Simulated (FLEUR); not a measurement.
# CdTe (F-43m) in FLEUR: further runs, part 2 of 2

FLEUR MaX-R8.1 (patched build s14).

**3. Equation of state, Wu-Cohen GGA, 30.95 Å³/atom (volume scaled by 0.94)**

Changes to inp.xml since step 2:

```diff
@@ -24,3 +24,3 @@
       <xi:include xmlns:xi="http://www.w3.org/2001/XInclude" href="sym.xml"> </xi:include>
-      <bulkLattice scale="1.0">
+      <bulkLattice scale="0.9795861087">
          <bravaisMatrix>
@@ -34,3 +34,3 @@
       <species name="Tellurium (Te)" element="Te" atomicNumber="52">
-         <mtSphere radius="2.3" gridPoints="761" logIncrement="0.017"/>
+         <mtSphere radius="2.23" gridPoints="761" logIncrement="0.017"/>
          <atomicCutoffs lmax="9" lnonsphr="7"/>
@@ -51,3 +51,3 @@
       <species name="Cadmium (Cd)" element="Cd" atomicNumber="48">
-         <mtSphere radius="2.56" gridPoints="847" logIncrement="0.015"/>
+         <mtSphere radius="2.48" gridPoints="847" logIncrement="0.015"/>
          <atomicCutoffs lmax="10" lnonsphr="8"/>
```

Potentials or basis: all-electron, FLAPW.

On the command line:

```bash
$ inpgen -f crystal.txt -profile fastHighL
$ # inp.xml edited to the form shown
$ fleur
```

The program printed:

```text
Welcome to FLEUR        (www.flapw.de)
      MaX-Release 8.1          (www.max-centre.eu)

 ========== k-point set info ==========
 Selected k-point list: default-1
 k-point list type: mesh
 7 x 7 x 7
 Number of k points: 20

 ------------Calculation Setup---------------------------
 Number of OMP-threads    :            1
 Number of basis functions:          478
 Approximate size of matrices (H+S) per k-point:         0.007 GB
 --------------------------------------------------------
 Iteration:     1   Distance:       5.88134476 me/bohr^3
 Iteration:     2   Distance:       5.41819098 me/bohr^3
 Iteration:     3   Distance:       3.27351213 me/bohr^3
 Iteration:     4   Distance:       0.95641907 me/bohr^3
 Iteration:     5   Distance:       0.68417092 me/bohr^3
 Iteration:     6   Distance:       0.13125428 me/bohr^3
 Iteration:     7   Distance:       0.09230187 me/bohr^3
 Iteration:     8   Distance:       0.03683998 me/bohr^3
 Iteration:     9   Distance:       0.00490190 me/bohr^3
 Iteration:    10   Distance:       0.00364365 me/bohr^3
 Iteration:    11   Distance:       0.00030117 me/bohr^3
 Iteration:    12   Distance:       0.00015162 me/bohr^3
 Iteration:    13   Distance:       0.00002443 me/bohr^3
 Iteration:    14   Distance:       0.00000417 me/bohr^3

 ********************************************************************
 Run finished successfully
 Stop message:
   all done
 ********************************************************************
```

out.xml (last iteration):

```text
<iteration numberForCurrentRun="   14" overallNumber="   14">
         <energyParameters units="Htr">
            <atomicEP atomType="1" spin="1" branch="5s" branchLowest="-5.65" branchHighest="0.88" value="-0.3021597696"/>
            <atomicEP atomType="1" spin="1" branch="5p" branchLowest="-3.81" branchHighest="1.70" value="-0.0681396076"/>
            <atomicEP atomType="1" spin="1" branch="5d" branchLowest="-1.10" branchHighest="3.12" value="0.1321869717"/>
            <atomicEP atomType="1" spin="1" branch="4f" branchLowest="-9.99" branchHighest="1.74" value="0.2843106442"/>
            <loAtomicEP atomType="1" spin="1" branch="4p" branchLowest="-29.13" branchHighest="-3.81" value="-3.8195019537"/>
            <loAtomicEP atomType="1" spin="1" branch="4p" branchLowest="-29.13" branchHighest="-3.81" value="-3.8195019537"/>
            <loAtomicEP atomType="1" spin="1" branch="4d" branchLowest="-20.18" branchHighest="-1.10" value="-1.1493740299"/>
            <loAtomicEP atomType="1" spin="1" branch="4d" branchLowest="-20.18" branchHighest="-1.10" value="-1.1493740299"/>
            <loAtomicEP atomType="1" spin="1" branch="5s" branchLowest="-5.65" branchHighest="0.88" value="-0.3021597696"/>
            <loAtomicEP atomType="1" spin="1" branch="4f" branchLowest="-9.99" branchHighest="1.74" value="0.2843077587"/>
[... 96 lines left out ...]
            <atomTypeDependentContributions atomType="1">
               <electronNucleiInteractionDifferentMTs value="8227.4692411069"/>
               <MadelungTerm value="-36.6734268599"/>
            </atomTypeDependentContributions>
            <atomTypeDependentContributions atomType="2">
               <electronNucleiInteractionDifferentMTs value="6776.8553933453"/>
               <MadelungTerm value="-18.5021044432"/>
            </atomTypeDependentContributions>
            <tkbTimesEntropy value="0.0000000000"/>
            <freeEnergy value="-12391.4204042898"/>
            <extrapolationTo0K value="-12391.4204042898"/>
         </totalEnergy>
         <densityConvergence units="me/bohr^3">
            <chargeDensity spin="1" distance="0.0000041653"/>
         </densityConvergence>
      </iteration>
```

Wall time 36 s (1 thread of AMD EPYC 7R43 (Zen 3), shared host); peak memory 0.08 GiB.

What came out:

* Free energy: -337187.7268 eV
* Band gap on the k mesh: 0.91 eV, direct
* Valence electrons inside the program's atomic spheres: Te 18.85; Cd 18.49 (radii Te 2.23, Cd 2.48 bohr)

Caveat: the plane-wave cutoff is short for the semicore states, which can make moduli rough; spin-orbit coupling is left out, which moves the levels of the heavy elements.

**4. Equation of state, Wu-Cohen GGA, 31.60 Å³/atom (volume scaled by 0.96)**

Changes to inp.xml since step 3:

```diff
@@ -24,3 +24,3 @@
       <xi:include xmlns:xi="http://www.w3.org/2001/XInclude" href="sym.xml"> </xi:include>
-      <bulkLattice scale="0.9795861087">
+      <bulkLattice scale="0.9864848297">
          <bravaisMatrix>
```

On the command line:

```bash
$ inpgen -f crystal.txt -profile fastHighL
$ # inp.xml edited to the form shown
$ fleur
```

Run time: 38 s. Hardware: 1 thread of AMD EPYC 7R43 (Zen 3), shared host; peak memory 0.08 GiB.

It converged, with:

```yaml
Free_energy: -337187.7624 eV
Band_gap_on_the_k_mesh: 0.85 eV, direct
Valence_electrons_inside_the_program's_atomic_spheres: Te 18.84; Cd 18.46 (radii Te 2.23, Cd 2.48 bohr)
```

Caveat: the plane-wave cutoff is short for the semicore states, which can make moduli rough; spin-orbit coupling is left out, which moves the levels of the heavy elements.

**5. Equation of state, Wu-Cohen GGA, 32.92 Å³/atom**

Changes to inp.xml since step 4:

```diff
@@ -24,3 +24,3 @@
       <xi:include xmlns:xi="http://www.w3.org/2001/XInclude" href="sym.xml"> </xi:include>
-      <bulkLattice scale="0.9864848297">
+      <bulkLattice scale="1.0000000000">
          <bravaisMatrix>
```

On the command line:

```bash
$ inpgen -f crystal.txt -profile fastHighL
$ # inp.xml edited to the form shown
$ fleur
```

Run time: 38 s. Hardware: 1 thread of AMD EPYC 7R43 (Zen 3), shared host; peak memory 0.08 GiB.

It converged, with:

```yaml
Free_energy: -337187.8079 eV
Band_gap_on_the_k_mesh: 0.73 eV, direct
Valence_electrons_inside_the_program's_atomic_spheres: Te 18.82; Cd 18.43 (radii Te 2.23, Cd 2.48 bohr)
```

Caveat: the plane-wave cutoff is short for the semicore states, which can make moduli rough; spin-orbit coupling is left out, which moves the levels of the heavy elements.

**6. Equation of state, Wu-Cohen GGA, 34.24 Å³/atom (volume scaled by 1.04)**

Changes to inp.xml since step 5:

```diff
@@ -24,3 +24,3 @@
       <xi:include xmlns:xi="http://www.w3.org/2001/XInclude" href="sym.xml"> </xi:include>
-      <bulkLattice scale="1.0000000000">
+      <bulkLattice scale="1.0131594038">
          <bravaisMatrix>
```

Potentials or basis: all-electron, FLAPW.

On the command line:

```bash
$ inpgen -f crystal.txt -profile fastHighL
$ # inp.xml edited to the form shown
$ fleur
```

Wall time 40 s (1 thread of AMD EPYC 7R43 (Zen 3), shared host); peak memory 0.08 GiB.

It converged, with:

```
Free energy                                           : -337187.8206 eV
Band gap on the k mesh                                : 0.61 eV, direct
Valence electrons inside the program's atomic spheres : Te 18.81; Cd 18.39 (radii Te 2.23, Cd 2.48 bohr)
```

Caveat: the plane-wave cutoff is short for the semicore states, which can make moduli rough; spin-orbit coupling is left out, which moves the levels of the heavy elements.

**7. Equation of state, Wu-Cohen GGA, 34.90 Å³/atom (volume scaled by 1.06)**

Changes to inp.xml since step 6:

```diff
@@ -24,3 +24,3 @@
       <xi:include xmlns:xi="http://www.w3.org/2001/XInclude" href="sym.xml"> </xi:include>
-      <bulkLattice scale="1.0131594038">
+      <bulkLattice scale="1.0196128224">
          <bravaisMatrix>
```

On the command line:

```bash
$ inpgen -f crystal.txt -profile fastHighL
$ # inp.xml edited to the form shown
$ fleur
```

Run time: 39 s. Hardware: 1 thread of AMD EPYC 7R43 (Zen 3), shared host; peak memory 0.08 GiB.

The run converged. Its results:

* Free energy: -337187.8157 eV
* Band gap on the k mesh: 0.56 eV, direct
* Valence electrons inside the program's atomic spheres: Te 18.80; Cd 18.38 (radii Te 2.23, Cd 2.48 bohr)

Caveat: the plane-wave cutoff is short for the semicore states, which can make moduli rough; spin-orbit coupling is left out, which moves the levels of the heavy elements.

**8. Equation of state, Wu-Cohen GGA**

This step only gathers the single runs of the series.

What came out:

* Equilibrium volume: 34.12 Å³/atom (rough: see the caveat)
* Bulk modulus: 48 GPa (rough)

Energy against volume, from the lowest point:
```tsv
volume (Å³/atom)	energy (meV/atom)
30.947	46.92
31.605	29.11
32.922	6.33
34.239	0.00
34.897	2.45
```

Caveat: the fit is doubtful: noisy points or a state that changes with volume; the plane-wave cutoff is short for the semicore states, which can make moduli rough. The run has no spin-orbit coupling, so splittings on Te are missing.

**9. How close it comes**

Step 2. Against the measured gap of CdTe, 1.607 eV (0 K; a printed reference work, data compilation), the calculated 0.73 eV is off by -0.88 eV. Spin-orbit coupling on Cd, Te is left out. The value is that of Wu-Cohen GGA, without temperature or zero-point motion.
